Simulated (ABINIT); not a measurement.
TiTe2:

```
Te Ti
1.0
     3.77700    0.00000    0.00000
    -1.88850    3.27098    0.00000
     0.00000    0.00000    6.49800
Te Ti
2 1
Direct
  0.33333 0.66667 0.73720
  0.66667 0.33333 0.26280
  0.00000 0.00000 0.00000
```

Program: ABINIT 10.8.3 (patched build). Alike in all runs: task single point; no spin polarisation; cell as given; k mesh 6 × 6 × 3; smearing fermi-dirac 0.05 eV.

Question: Order these runs on this cell by their pressure, lowest first.
A. level PBE; potentials or basis Ansatz NC PBE; cutoff (eV) 1143
B. level PBEsol; potentials or basis PseudoDojo NC SR PBEsol v0.4.1 standard; cutoff (eV) 1034
C. level RPBE; potentials or basis SG15 NC PBE v1.2; cutoff (eV) 707

Answer: B (-2.3 GPa), A (0.8 GPa), C (2.8 GPa).

Caveats: this functional lacks dispersion, which binds the layers, so the pressure and a relaxed spacing across them are unreliable; the potentials were made for another functional, which shifts forces and pressure (some runs).
